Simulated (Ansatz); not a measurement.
# TePb: relaxation of cell and atoms with BLYP

The system is TePb.

```
CELL_PARAMETERS angstrom
0.00000 3.23100 3.23100
3.23100 0.00000 3.23100
3.23100 3.23100 0.00000
ATOMIC_POSITIONS crystal
Pb 0.00000 0.00000 0.00000
Te 0.50000 0.50000 0.50000
```

| Property | Result |
| --- | --- |
| Program | Ansatz 0.2.0 |
| Task | relaxation of cell and atoms |
| Functional | BLYP |
| Potentials or basis | all-electron LAPW, scalar-relativistic |
| Basis error allowed | 0.001 eV/atom |
| k mesh | 7 × 7 × 7 |
| Occupations | fermi-dirac, width 0.05 eV |
| Spin | no spin polarisation |

```yaml
Relaxed_volume: 38.21 Å³/atom
Relaxed_cell: a = 4.763 Å, b = 4.763 Å, c = 4.763 Å, α = 60.00°, β = 60.00°, γ = 60.00°
Space_group_after_relaxing_to_0.05_Å: Fm-3m (No. 225)
Energy_gained_by_relaxing: 66.5 meV/atom
Ionic_steps: 5
Pressure_after_relaxing: 0.0 GPa
```

Step by step:
```csv
step,energy change (eV),largest force (eV/Å),volume (Å³)
1,0.0000,0.0000,67.46
2,-0.1306,0.0000,77.81
3,-0.1329,0.0000,76.71
4,-0.1330,0.0000,76.42
5,-0.1330,0.0000,76.42
```

Final structure:
```cif
data_structure
_symmetry_space_group_name_H-M 'P 1'
_symmetry_Int_Tables_number 1
_cell_length_a 4.7633
_cell_length_b 4.7633
_cell_length_c 4.7633
_cell_angle_alpha 60.000
_cell_angle_beta 60.000
_cell_angle_gamma 60.000
_cell_volume 76.42
loop_
_atom_site_label
_atom_site_type_symbol
_atom_site_fract_x
_atom_site_fract_y
_atom_site_fract_z
_atom_site_occupancy
Pb1 Pb 0.00000 0.00000 0.00000 1
Te1 Te 0.50000 0.50000 0.50000 1
```

Wall time 27 s on 1 thread of Arm Neoverse V1, with other jobs on the host, peak memory 0.31 GiB.

Caveat: the volume moved by +13 % from the deposited cell, more than functionals usually miss. Zero-point motion and thermal expansion aren't in these numbers.
